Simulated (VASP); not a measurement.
# KBr: K into a neighbouring K vacancy, part 5 of 5

How hard is this move in KBr: K into a neighbouring K vacancy? Both ends are relaxed first, then a band of images between them. The start is a cell from a database of measured crystal structures.

VASP 6.6.1; PBEsol; plane waves and PAW (Br, K_pv).

So far. Step 3 (Relax the start): The run ended after 7 ionic steps, 0.228 eV below its first step, once the forces on the free atoms met EDIFFG = -0.05. Step 4 (Relax the end): The run ended after 7 ionic steps, 0.264 eV below its first step, once the forces on the free atoms met EDIFFG = -0.05.

## (5) Nudged elastic band (continued)

Parts of OUTCAR (step 5):

```text
NELECT = 372

 ion  position               nearest neighbor table
   1  0.168  0.168  0.167-  39 3.27  31 3.28  37 3.28  30 3.30  36 3.30  28 3.56
   2  0.167  0.167  0.499-  40 3.29  31 3.30  37 3.30  32 3.30  38 3.31  29 3.31
   3  0.171  0.170  0.829-  41 3.21  32 3.25  38 3.26  36 3.26  30 3.26
   4  0.166  0.499  0.168-  40 3.29  39 3.30  31 3.31  33 3.31  42 3.32  34 3.32
   5  0.165  0.499  0.500-  40 3.30  35 3.30  41 3.31  43 3.32  34 3.33  32 3.34
   6  0.165  0.500  0.834-  39 3.30  41 3.30  35 3.31  44 3.31  33 3.33  30 3.35
   7  0.172  0.827  0.170-  28 2.65  43 3.19  42 3.23  36 3.24  34 3.24
   8  0.167  0.833  0.501-  35 3.28  37 3.28  44 3.28  43 3.29  29 3.33
   9  0.171  0.828  0.829-  44 3.21  42 3.25  33 3.25  38 3.26  29 3.27
  10  0.498  0.167  0.168-  40 3.29  39 3.30  37 3.31  45 3.31  48 3.32  46 3.32
  11  0.498  0.167  0.500-  40 3.29  47 3.30  41 3.31  49 3.31  38 3.34  46 3.35
  12  0.499  0.166  0.835-  39 3.30  47 3.31  41 3.31  50 3.31  45 3.34  36 3.34
  13  0.500  0.500  0.166-  40 3.29  51 3.29  49 3.32  43 3.32  48 3.34  42 3.35
  14  0.500  0.500  0.500-  44 3.29  41 3.30  52 3.30  50 3.30  49 3.31  43 3.32
  15  0.499  0.500  0.835-  39 3.29  53 3.29  44 3.31  50 3.31  42 3.33  48 3.34
  16  0.500  0.834  0.166-  37 3.29  51 3.30  52 3.31  43 3.32  45 3.33  36 3.34
  17  0.500  0.834  0.500-  53 3.30  37 3.31  52 3.31  44 3.31  38 3.34  46 3.35
  18  0.501  0.833  0.833-  51 3.30  53 3.30  38 3.31  47 3.31  42 3.31  36 3.33
  19  0.826  0.173  0.170-  28 2.65  49 3.19  48 3.22  46 3.24  30 3.24
  20  0.832  0.167  0.502-  50 3.27  47 3.28  31 3.28  49 3.30  29 3.32
  21  0.828  0.171  0.829-  50 3.21  32 3.25  45 3.25  48 3.26  29 3.27
  22  0.834  0.500  0.166-  51 3.29  31 3.30  52 3.31  49 3.31  33 3.33  30 3.34
  23  0.834  0.499  0.500-  53 3.29  31 3.30  52 3.31  50 3.31  32 3.34  34 3.35
  24  0.833  0.501  0.833-  51 3.29  53 3.30  35 3.30  32 3.31  48 3.32  30 3.33
  25  0.829  0.829  0.171-  52 3.21  45 3.25  33 3.26  34 3.26  46 3.27
[...]
53  0.666  0.665  0.667-  26 3.26  15 3.29  23 3.29  24 3.30  17 3.30  18 3.30  50 4.65  44 4.66
                            52 4.66  51 4.68  35 4.68  48 4.69  32 4.70  47 4.70  42 4.70  34 4.70

  tangential force (eV/A)        -0.363323
  left and right image   1.339019  1.337473 A

  tangential force (eV/A)        -0.363182
  left and right image   1.341741  1.340447 A

 E-fermi :  -2.5451

 k-point     1 :       0.0000    0.0000    0.0000
  band No.  band energies     occupation
    ...
    182      -2.9097      2.00000
    183      -2.8809      2.00000
    184      -2.8790      2.00000
    185      -2.8443      2.00000
    186      -2.8402      2.00000
    187       1.3193      0.00000
    188       2.9952      0.00000
    189       2.9980      0.00000
    190       3.0158      0.00000
    191       3.0165      0.00000
    ...

 POSITION                                       TOTAL-FORCE (eV/Angst)
 -----------------------------------------------------------------------------------
      3.20104      3.19877      3.17653         0.014843      0.014202      0.021602
      6.58894      6.58814      3.31793        -0.002661     -0.003298     -0.006722
      9.96077      9.95822      3.38978        -0.013400     -0.013735      0.010496
      6.51355      3.30507      6.53650        -0.002848     -0.000960      0.008778
      9.90082      6.62565      6.56098        -0.004803     -0.004743      0.009962
     13.22186      9.87441      6.59356         0.010415     -0.027890     -0.019481
      9.53110      3.59298      9.89308         0.064207     -0.055794      0.002140
     13.16899      6.58626      9.89205        -0.007066     -0.049266      0.000939
     16.34206      9.87213      9.89055         0.010674     -0.002116      0.000747
      3.30860      6.50902      6.53602        -0.001222     -0.004771      0.008674
      6.62511      9.89943      6.55728        -0.001577     -0.007989      0.012361
      9.87909     13.21926      6.59846        -0.024701      0.009196     -0.021304
      6.57997      6.57910      9.89419        -0.005116     -0.004025     -0.000955
      9.94384      9.94180      9.89658        -0.035053     -0.036100     -0.001123
     13.08349     13.07900      9.89495         0.035409      0.034336     -0.002339
      9.89942      6.62487     13.22876        -0.005448     -0.004985     -0.006692
     13.22233      9.87555     13.19010         0.009950     -0.030698      0.022469
     16.41583     13.20441     13.24950        -0.004890      0.000787     -0.005923
      3.59310      9.52822      9.89170        -0.056562      0.062563      0.001349
      6.59001     13.16539      9.89467        -0.048801     -0.004212      0.001110
      9.87175     16.33400      9.89587        -0.002366      0.013410      0.001095
      6.62612      9.89880     13.22855        -0.004451     -0.007914     -0.008386
      9.88012     13.21788     13.19683        -0.027337      0.010556      0.019181
     13.20677     16.40929     13.24703         0.001255     -0.005276     -0.004256
[...]
-----------------------------------------------------------------------------------
    total drift:                                0.011823     -0.000951      0.002243

  FREE ENERGIE OF THE ION-ELECTRON SYSTEM (eV)
  ---------------------------------------------------
  free  energy   TOTEN  =      -169.5571483314 eV

  energy  without entropy=     -169.5571483314  energy(sigma->0) =     -169.55714833

  tangential force (eV/A)        -0.359107
  left and right image   1.352306  1.351202 A

[... 6 parts as in an earlier step ...]

[... 2 further parts left out ...]
```

Images along the path:

```
image  path (A)  energy (eV)      K28: x, y, z (Å)
    0     0.000       0.0000  3.241, 13.130, 9.890
    1     1.352       0.3010  2.530, 12.428, 9.894
    2     2.704       0.6505  1.648, 11.546, 9.900
    3     4.055       0.2974  0.767, 10.661, 9.896
    4     5.407       0.0006   0.063, 9.962, 9.889
```

Numbers from this step:

* electronic cycles: 153
* path length: 5.407 Å
* barrier: 0.6505 eV
* barrier in the reverse direction: 0.6500 eV
* barrier from a spline through the images: 0.6505 eV
* reaction energy: 5.66e-4 eV

What the program prints for this run, and its count of cycles, belong to image 1; the force that counts for the threshold is the band's, across the path.

## (6) What came out

- hop: K into a neighbouring K vacancy
- barrier: 0.651 eV
- barrier in the reverse direction: 0.650 eV
- barrier from a spline through the images: 0.651 eV
- reaction energy: 5.7e-4 eV
- path length: 5.41 Å

The barrier is 0.65 eV forwards and 0.65 eV backwards. With an attempt frequency of 10¹³ per second, taken as a typical value, this barrier gives about 10^2 hops a second at 300 K. Both ends are alike and an image sits at the midpoint, which is the saddle if the path is symmetric. The band met its force threshold after 20 steps. Cell and mesh are small and were not tested. The band started on a straight line, so other routes may lie lower.

[Lines on the potential files, build, host, timing and source positions are cut from VASP's logs without a mark.]

[Logs are printed without paths, hosts, clocks, repeated set-up lines and the standing remarks that a program may print on its own settings, such as how far it seeks lower states.]

[Hosts, paths, dates, database ids (printed as entryN), source tags and the programs' standing remarks are cut or masked in the printed files.]

[Runs that stopped without an error message from VASP are left out.]
